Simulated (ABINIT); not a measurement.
# BeTe (F-43m): G0W0 with ABINIT, start to end, part 2 of 3

Wanted: ground state, empty states, screening and self-energy for BeTe (F-43m).

ABINIT 10.8.3; PBE and many-body steps on it, plane waves. Known limits of the many-body steps: not at the basis limit; no spin-orbit coupling; coarse k mesh.

So far. Step 2 (Ground state): The gap is indirect, with the least direct gap 1.62 eV higher.

### 3. Bands along the symmetry lines

Level of this step: DFT, PBE, plane waves, norm-conserving pseudopotentials (ABINIT).

Levels along a band path, at the cheap level, show where the edges lie and whether the meshes to come will hold them.

run.abi

```
acell 3*1.0 Angstrom
rprim 
  -0.000000000000 2.831458787600 2.831458787600
  2.831458787600 0.000000000000 2.831458787600
  2.831458787600 2.831458787600 0.000000000000
ntypat 2
znucl 4 52
natom 2
typat 1 2
xred 
  0.000000000000 0.000000000000 0.000000000000
  0.750000000000 0.750000000000 0.750000000000
pp_dirpath "pseudos"
pseudos "Be.upf, Te.upf"
ecut 49
iscf -2
irdden 1
kptopt 0
nkpt 50
kpt 
  0.00000000 0.00000000 0.00000000
  -0.06250000 -0.06250000 0.00000000
  -0.12500000 -0.12500000 0.00000000
  -0.18750000 -0.18750000 0.00000000
  -0.25000000 -0.25000000 0.00000000
  -0.31250000 -0.31250000 0.00000000
  -0.37500000 -0.37500000 0.00000000
  -0.43750000 -0.43750000 0.00000000
  -0.50000000 -0.50000000 0.00000000
  -0.48437500 -0.48437500 0.03125000
  -0.46875000 -0.46875000 0.06250000
  -0.45312500 -0.45312500 0.09375000
  -0.43750000 -0.43750000 0.12500000
  -0.42187500 -0.42187500 0.15625000
  -0.40625000 -0.40625000 0.18750000
  -0.39062500 -0.39062500 0.21875000
  -0.37500000 -0.37500000 0.25000000
  -0.37500000 0.00000000 0.37500000
  -0.32812500 0.00000000 0.32812500
  -0.28125000 0.00000000 0.28125000
  -0.23437500 0.00000000 0.23437500
  -0.18750000 0.00000000 0.18750000
  -0.14062500 0.00000000 0.14062500
  -0.09375000 0.00000000 0.09375000
  -0.04687500 0.00000000 0.04687500
  0.00000000 0.00000000 0.00000000
  0.00000000 0.00000000 0.06250000
  0.00000000 0.00000000 0.12500000
  0.00000000 0.00000000 0.18750000
  0.00000000 0.00000000 0.25000000
  0.00000000 0.00000000 0.31250000
  0.00000000 0.00000000 0.37500000
  0.00000000 0.00000000 0.43750000
  -0.00000000 -0.00000000 0.50000000
  -0.06250000 -0.03125000 0.46875000
  -0.12500000 -0.06250000 0.43750000
  -0.18750000 -0.09375000 0.40625000
  -0.25000000 -0.12500000 0.37500000
  -0.31250000 -0.15625000 0.34375000
  -0.37500000 -0.18750000 0.31250000
  -0.43750000 -0.21875000 0.28125000
  -0.50000000 -0.25000000 0.25000000
  -0.50000000 -0.28125000 0.21875000
  -0.50000000 -0.31250000 0.18750000
  -0.50000000 -0.34375000 0.15625000
  -0.50000000 -0.37500000 0.12500000
  -0.50000000 -0.40625000 0.09375000
  -0.50000000 -0.43750000 0.06250000
  -0.50000000 -0.46875000 0.03125000
  -0.50000000 -0.50000000 0.00000000
istwfk *1
nband 21
nbdbuf 2
tolwfr 1e-08
nstep 40
prtwf 0
prtvol 0
indata_prefix "in"
outdata_prefix "out"
tmpdata_prefix "tmp"
```

The run is started by

```sh
$ OMP_NUM_THREADS=1 mpirun -n 8 abinit run.abi > log
```

Numbers of over 12 decimals in the logs are rounded to 6 here.

Log:

```text
.Version 10.8.3 of ABINIT. v10.8.2 released Aug 2026.

 Symmetries : space group F-4 3 m (#216); Bravais cF (face-center cubic)
[... echo of the input left out ...]
== DATASET  1 ==================================================================
-   mpi_nproc: 8, omp_nthreads: 1 (-1 if OMP is not activated)

--- !DatasetInfo
iteration_state: {dtset: 1, }
dimensions: {natom: 2, nkpt: 50, mband: 21, nsppol: 1, nspinor: 1, nspden: 1, mpw: 5044, }
cutoff_energies: {ecut:  49.0, pawecutdg:  -1.0, }
electrons: {nelect:   2.80000000E+01, charge:   0.00000000E+00, occopt:   1.00000000E+00, tsmear:   1.00000000E-02, }

 Real(R)+Recip(G) space primitive vectors, cartesian coordinates (Bohr,Bohr^-1):
 R(1)=  0.0000000  5.3506816  5.3506816  G(1)= -0.0934460  0.0934460  0.0934460
 R(2)=  5.3506816  0.0000000  5.3506816  G(2)=  0.0934460 -0.0934460  0.0934460
 R(3)=  5.3506816  5.3506816  0.0000000  G(3)=  0.0934460  0.0934460 -0.0934460
 Unit cell volume ucvol=  3.0637783E+02 bohr^3
 Angles (23,13,12)=  6.00000000E+01  6.00000000E+01  6.00000000E+01 degrees

 getcut: wavevector=  0.0000  0.0000  0.0000  ngfft=  48  48  48
         ecut(hartree)=     49.000   => boxcut(ratio)=   2.01305

--- Pseudopotential description ------------------------------------------------
- Be Generated using ONCVPSP code by D. R. Hamann
-  4.00000   4.00000  171031                  znucl, zion, pspdat
12 -101130 1 -1 1358                          pspcod,pspxc,lmax,lloc,mmax
     nproj     2     2     0     0
  pspatm : epsatm=    2.91734590
         --- l  ekb(1:nproj) -->
             0   -8.382943   -2.922558
             1   -3.167566   -0.761548
 pspatm: atomic psp has been read  and splines computed

- Te Generated using ONCVPSP code by D. R. Hamann
- 52.00000  24.00000  220131                  znucl, zion, pspdat
12 -101130 3 -1 1294                          pspcod,pspxc,lmax,lloc,mmax
     nproj     2     2     2     2
  pspatm : epsatm=   28.89495404
         --- l  ekb(1:nproj) -->
             0    9.158100   -0.350391
[...]
pspatm: atomic psp has been read  and splines computed

--------------------------------------------------------------------------------

================================================================================
 prteigrs : about to open file out_EIG
 Non-SCF case, kpt    1 (  0.00000  0.00000  0.00000), residuals and eigenvalues=
  6.63E-09  3.36E-09  4.33E-09  7.36E-09  1.92E-09  1.48E-09  1.60E-09  4.94E-09
  1.03E-09  2.28E-09  5.79E-09  3.31E-09  3.54E-09  9.94E-09  2.29E-09  4.58E-09
  6.72E-09  3.05E-09  1.67E-09  1.06E-07  2.06E-06
 -5.6331E+00 -3.7967E+00 -3.7967E+00 -3.7967E+00 -3.4828E+00 -1.1245E+00
 -1.1245E+00 -1.1245E+00 -1.1241E+00 -1.1241E+00 -2.4206E-01  2.0590E-01
  2.0590E-01  2.0590E-01  3.3981E-01  3.3981E-01  3.3981E-01  3.4220E-01
[...]
Non-SCF case, kpt    3 ( -0.12500 -0.12500  0.00000), residuals and eigenvalues=
[...]
7.02E-09  2.92E-09  2.85E-09  2.83E-09  1.60E-05
[...]
Non-SCF case, kpt   49 ( -0.50000 -0.46875  0.03125), residuals and eigenvalues=
[...]
Non-SCF case, kpt   50 ( -0.50000 -0.50000  0.00000), residuals and eigenvalues=
[...]
-1.1243E+00 -1.1243E+00 -1.1242E+00 -1.1240E+00 -1.7689E-01  2.1555E-02
  1.1117E-01  1.1117E-01  2.8040E-01  3.0548E-01  5.6033E-01  5.6033E-01
[...]
--- !ResultsGS
iteration_state: {dtset: 1, }
comment   : Summary of ground state results
lattice_vectors:
- [ -0.0000000,   5.3506816,   5.3506816, ]
- [  5.3506816,   0.0000000,   5.3506816, ]
- [  5.3506816,   5.3506816,   0.0000000, ]
lattice_lengths: [   7.56701,    7.56701,    7.56701, ]
lattice_angles: [ 60.000,  60.000,  60.000, ] # degrees, (23, 13, 12)
lattice_volume:   3.0637783E+02
convergence: {deltae:  0.000E+00, res2:  0.000E+00, residm:  9.997E-09, diffor:  0.000E+00, }
etotal    :  -2.94661690E+02
entropy   :   0.00000000E+00
fermie    :   2.05900995E-01
cartesian_stress_tensor: null
pressure_GPa: null
xred      :
- [  0.0000E+00,   0.0000E+00,   0.0000E+00, Be]
- [  7.5000E-01,   7.5000E-01,   7.5000E-01, Te]
cartesian_forces: null
force_length_stats: {min: null, max: null, mean: null, }

 Integrated electronic density in atomic spheres:
 ------------------------------------------------
 Atom  Sphere_radius  Integrated_density
[...]
================================================================================

 ----iterations are completed or convergence reached----

 Mean square residual over all n,k,spin=   49.938E-10; max=  99.965E-10
 reduced coordinates (array xred) for    2 atoms
       0.000000000000      0.000000000000      0.000000000000
       0.750000000000      0.750000000000      0.750000000000

 cartesian coordinates (angstrom) at end:
    1      0.000000     0.000000     0.000000
    2      4.247188     4.247188     4.247188
 length scales=  1.889726125908  1.889726125908  1.889726125908 bohr
              =  1.000000000000  1.000000000000  1.000000000000 angstroms
 prteigrs : about to open file out_EIG
 Eigenvalues (hartree) for nkpt=  50  k points:
 kpt#   1, nband= 21, wtk=  1.00000, kpt=  0.0000  0.0000  0.0000 (reduced coord)
[...]
kpt#   2, nband= 21, wtk=  1.00000, kpt= -0.0625 -0.0625  0.0000 (reduced coord)
[...]
kpt#   3, nband= 21, wtk=  1.00000, kpt= -0.1250 -0.1250  0.0000 (reduced coord)
[...]
kpt#  49, nband= 21, wtk=  1.00000, kpt= -0.5000 -0.4687  0.0313 (reduced coord)
[...]
0.55705    0.55735    0.62465    0.66939    0.70004
 kpt#  50, nband= 21, wtk=  1.00000, kpt= -0.5000 -0.5000  0.0000 (reduced coord)
  -5.63307   -3.79667   -3.79667   -3.79667   -3.48279   -1.12456   -1.12429   -1.12429
  -1.12415   -1.12400   -0.17689    0.02155    0.11117    0.11117    0.28040    0.30548
   0.56033    0.56033    0.62708    0.67738    0.70328

== END DATASET(S) ==============================================================
================================================================================

 -outvars: echo values of variables after computation  --------
            nband          21
             nkpt          50
          spgroup         216
 [... the other variables as echoed above ...]

 Calculation completed.
```

Wall time 24 s (8 MPI ranks of Arm Neoverse N1, shared host); peak memory 0.59 GiB; 3 min of CPU time.

This step gave:

```
gap                        : 2.027 eV
k of the valence top       : 0, 0, 0
k of the conduction bottom : -0.5, -0.5, 0
least direct gap           : 3.644 eV
```

The gap is 2.027 eV, as in the run before at this level.

The electronic bands at the labelled points (eV, zero at the top of the highest filled band):

```
    point  band 11  band 12  band 13  band 14  band 15  band 16  band 17  band 18
        Γ   -12.19     0.00     0.00     0.00     3.64     3.64     3.64     3.71
  halfway   -11.47    -2.86    -1.63    -1.63     2.65     4.41     6.43     6.43
        X   -10.42    -5.02    -2.58    -2.58     2.03     2.71     9.64     9.64
  halfway   -10.41    -4.92    -3.06    -2.47     2.35     3.37     9.05     9.11
        U   -10.44    -4.67    -3.78    -2.17     2.75     5.28     7.86     8.13
jump to K   -10.44    -4.67    -3.78    -2.17     2.75     5.28     7.86     8.13
  halfway   -11.41    -3.47    -2.21    -0.65     4.05     4.68     5.21     6.25
        Γ   -12.19     0.00     0.00     0.00     3.64     3.64     3.64     3.71
  halfway   -11.65    -3.26    -0.65    -0.65     3.29     4.51     4.51     6.96
        L   -10.89    -5.43    -1.10    -1.10     3.05     4.62     4.62     7.84
  halfway   -10.66    -5.01    -2.83    -1.85     4.20     4.41     6.65     7.73
        W   -10.39    -4.50    -3.60    -3.12     5.30     5.54     5.60     6.15
  halfway   -10.40    -4.82    -3.05    -2.87     3.05     3.66     8.22     8.40
        X   -10.42    -5.02    -2.58    -2.58     2.03     2.71     9.64     9.64
```

The electronic bands as a text plot (rows in eV, shown from -8.0 to 7.9 only):

```
    7.6 |    +  ++        ++                 +++++    ++
    6.9 |                  +++              +         +++   +
    6.3 |     ++            +++++++        +            ++++
    5.6 |    +            +   ++   ++                +    +
    4.9 |  +++           +      +++      ++  ++++++++  +++ ++
    4.3 | +++ ++                ++++++  +++++     ++++++    +
    3.6 |++     ++     ++   ++++   ++++++++++       ++       +
    2.9 |  +++++  +++++  +++                 +++++++         ++++
    2.3 |       +++++++++                                      ++
    1.6 |
    1.0 |
    0.3 |*                           ***
   -0.4 | ***                   ******  *****
   -1.0 |  ***                **   **    **  ********
   -1.7 |    ***           ***   ****               ***
   -2.4 |       ***********     ***        *         * **      **
   -3.0 |     **      ***     **            *         ** *******
   -3.7 |       **       *****  *                       *****
   -4.4 |         *       ******             **         *****
   -5.0 |          *******                     **   ****     ****
   -5.7 |                                        ***
   -6.3 |
   -7.0 |
   -7.7 |
         Γ           X  U|K            Γ         L        W     X
```

### 4. Empty states on the mesh, 4×4×4 mesh, 140 bands

The sums over transitions need many empty states on a uniform mesh; this step solves for them.

run.abi

```
acell 3*1.0 Angstrom
rprim 
  -0.000000000000 2.831458787600 2.831458787600
  2.831458787600 0.000000000000 2.831458787600
  2.831458787600 2.831458787600 0.000000000000
ntypat 2
znucl 4 52
natom 2
typat 1 2
xred 
  0.000000000000 0.000000000000 0.000000000000
  0.750000000000 0.750000000000 0.750000000000
pp_dirpath "pseudos"
pseudos "Be.upf, Te.upf"
ecut 49
ngkpt 4 4 4
nshiftk 1
shiftk 0 0 0
kptopt 1
chksymbreak 0
irdden 1
istwfk *1
nband 140
prtvol 0
optdriver 6
gwr_task "HDIAGO"
paral_kgb 0
occopt 1
indata_prefix "in"
outdata_prefix "out"
tmpdata_prefix "tmp"
```

Log:

```text
[banner, memory and clock lines left out]
.Version 10.8.3 of ABINIT. v10.8.2 released Aug 2026.

 Symmetries : space group F-4 3 m (#216); Bravais cF (face-center cubic)
[... echo of the input left out ...]
== DATASET  1 ==================================================================
-   mpi_nproc: 8, omp_nthreads: 1 (-1 if OMP is not activated)

--- !DatasetInfo
iteration_state: {dtset: 1, }
dimensions: {natom: 2, nkpt: 8, mband: 140, nsppol: 1, nspinor: 1, nspden: 1, mpw: 5044, }
cutoff_energies: {ecut:  49.0, pawecutdg:  -1.0, }
electrons: {nelect:   2.80000000E+01, charge:   0.00000000E+00, occopt:   1.00000000E+00, tsmear:   1.00000000E-02, }

.Using double precision arithmetic; gwpc =  8

- Reading GS density from: in_DEN

--- Pseudopotential description ------------------------------------------------
- Be Generated using ONCVPSP code by D. R. Hamann
-  4.00000   4.00000  171031                  znucl, zion, pspdat
12 -101130 1 -1 1358                          pspcod,pspxc,lmax,lloc,mmax
     nproj     2     2     0     0
  pspatm : epsatm=    2.91734590
         --- l  ekb(1:nproj) -->
             0   -8.382943   -2.922558
             1   -3.167566   -0.761548
 pspatm: atomic psp has been read  and splines computed

- Te Generated using ONCVPSP code by D. R. Hamann
- 52.00000  24.00000  220131                  znucl, zion, pspdat
12 -101130 3 -1 1294                          pspcod,pspxc,lmax,lloc,mmax
     nproj     2     2     2     2
  pspatm : epsatm=   28.89495404
         --- l  ekb(1:nproj) -->
             0    9.158100   -0.350391
             1    3.254928   -0.666646
             2   -3.247931   -0.911641
             3  -10.500497   -3.450012
 pspatm: atomic psp has been read  and splines computed

   8.90744399E+02                                ecore*ucvol(ha*bohr**3)

 Total charge density [el/Bohr^3]
)     Maximum=    5.7698E+00  at reduced coord.    0.0000    0.0000    0.0000
)     Minimum=    2.0220E-03  at reduced coord.    0.2500    0.2500    0.2500
   Integrated=    2.8000E+01

 === KS gaps after direct diagonalization ===
 Indirect band gap semiconductor
 Fundamental gap:     2.027 (eV)
   VBM:     5.603 (eV) at k: [ 0.0000E+00,  0.0000E+00,  0.0000E+00]
   CBM:     7.630 (eV) at k: [ 5.0000E-01,  5.0000E-01,  0.0000E+00]
 Direct gap:         3.644 (eV) at k: [ 0.0000E+00,  0.0000E+00,  0.0000E+00]

== END DATASET(S) ==============================================================

 -outvars: echo values of variables after computation  --------
           etotal      0.0000000000E+00
            nband         140
             nkpt           8
          spgroup         216
 [... the other variables as echoed above ...]

 Calculation completed.
```

It took 3.7 min on 8 MPI ranks; peak memory 11 GiB.

This step gave:

```yaml
gap: 2.027 eV
k_of_the_valence_top: 0, 0, 0
k_of_the_conduction_bottom: 0.5, 0.5, 0
least_direct_gap: 3.644 eV
k_points_computed: 8
lowest_point_of_the_top_converged_band_above_the_valence_top: 96.8185 eV
```

On this mesh the gap is 2.027 eV.

### 5. Screening, 4×4×4 mesh, 132 bands, screening to 163.3 eV

The RPA dielectric matrix is built and inverted for each q.

This step: RPA screening on PBE, plane waves, norm-conserving pseudopotentials.

run.abi: that of step 4 with these lines changed.

```diff
@@ -20,10 +20,11 @@
 chksymbreak 0
-irdden 1
 istwfk *1
-nband 140
-prtvol 0
-optdriver 6
-gwr_task "HDIAGO"
-paral_kgb 0
 occopt 1
+irdwfk 1
+optdriver 3
+nband 132
+ecuteps 6
+inclvkb 2
+awtr 1
+symchi 1
 indata_prefix "in"
```

Log:

```text
.Version 10.8.3 of ABINIT. v10.8.2 released Aug 2026.

 Symmetries : space group F-4 3 m (#216); Bravais cF (face-center cubic)
[... echo of the input left out ...]
== DATASET  1 ==================================================================
-   mpi_nproc: 8, omp_nthreads: 1 (-1 if OMP is not activated)

--- !DatasetInfo
iteration_state: {dtset: 1, }
dimensions: {natom: 2, nkpt: 8, mband: 132, nsppol: 1, nspinor: 1, nspden: 1, mpw: 5044, }
cutoff_energies: {ecut:  49.0, pawecutdg:  -1.0, }
electrons: {nelect:   2.80000000E+01, charge:   0.00000000E+00, occopt:   1.00000000E+00, tsmear:   1.00000000E-02, }

 SCREENING: Calculation of the susceptibility and dielectric matrices

 Based on a program developped by R.W. Godby, V. Olevano, G. Onida, and L. Reining.
 Incorporated in ABINIT by V. Olevano, G.-M. Rignanese, and M. Torrent.
.Using double precision arithmetic ; gwpc =  8

[... cell and pseudopotentials left out ...]
--------------------------------------------------------------------------------

 ==== K-mesh for the wavefunctions ====
 Number of points in the irreducible wedge :     8
[... list of points left out ...]
 Together with 24 symmetry operations and time-reversal symmetry
 yields    64 points in the full Brillouin Zone.

 ==== Q-mesh for the screening function ====
 Number of points in the irreducible wedge :     8
[... list of points left out ...]
 Together with 24 symmetry operations and time-reversal symmetry
 yields    64 points in the full Brillouin Zone.

 setmesh: FFT mesh size selected  =    32x   32x   32
          total number of points  =        32768

 vcoul_init : cutoff-mode = AUXILIARY_FUNCTION
 q-points for optical limit:   1
     1)      0.000010    0.000020    0.000030

- screening: taking advantage of time-reversal symmetry
- Maximum band index for partially occupied states nbvw = 14
- Remaining bands to be divided among processors   nbcw = 118
- Number of bands treated by each node ~14

 Number of electrons calculated from density =   28.0000; Expected =   28.0000
 average of density, n =  0.091390
 r_s =    1.3772
 omega_plasma =   29.1612 [eV]

 calculating chi0 at frequencies [eV] :
  1    0.000000E+00    0.000000E+00
  2    0.000000E+00    2.916124E+01

--------------------------------------------------------------------------------
  q-point number  1        q = ( 0.000000, 0.000000, 0.000000) [r.l.u.]
--------------------------------------------------------------------------------
[... chi0 elements left out ...]
 For q-point:  0.000010 0.000020 0.000030
  dielectric constant =   8.9950
  dielectric constant without local fields =  10.3192

  Average fulfillment of the sum rule on Im[epsilon] for q-point    1 :     69.79  [%]
[... wings left out ...]
  q-point number  2        q = ( 0.250000, 0.000000, 0.000000) [r.l.u.]
--------------------------------------------------------------------------------
[... chi0 elements left out ...]
  Average fulfillment of the sum rule on Im[epsilon] for q-point    2 :     78.01  [%]

 [... 6 further q-points ...]
```

Wall time 83 s (8 MPI ranks); peak memory 1.9 GiB; 10 min of CPU time.

This step gave:

- ε∞ with local fields, on this mesh, along the program's q direction: 8.995
- the same without local fields: 10.32
- plasma frequency: 29.16 eV
- plane waves in the screening matrix: 181

Local fields lower ε∞ by 13 %. On a Γ-centred mesh this coarse the value itself is usually too large, while a short band sum pulls it down.

(Part 2 of 3 ends here.)

[Paths, hosts, dates, memory and timing lines, banners, echoed tables and standing remarks are left out of the program output.]

[Logs are printed without paths, hosts, clocks, repeated set-up lines and the standing remarks that a program may print on its own settings, such as how far it seeks lower states.]

[Runs of the session that timed out or met a known fault of the program may be left out.]

[Hosts, paths, dates, database ids (printed as entryN), source tags and the programs' standing remarks are cut or masked in the printed files.]

[G0W0 gaps are taken among the corrected bands and points alone; a level outside them can change the order at an edge.]

[Where Ansatz stands beside ABINIT at settings called matched, ABINIT's density can come from a denser mesh and the files from another edition; pairs whose starting gaps differed by over 0.03 eV were left out, so agreement reads better than it is.]
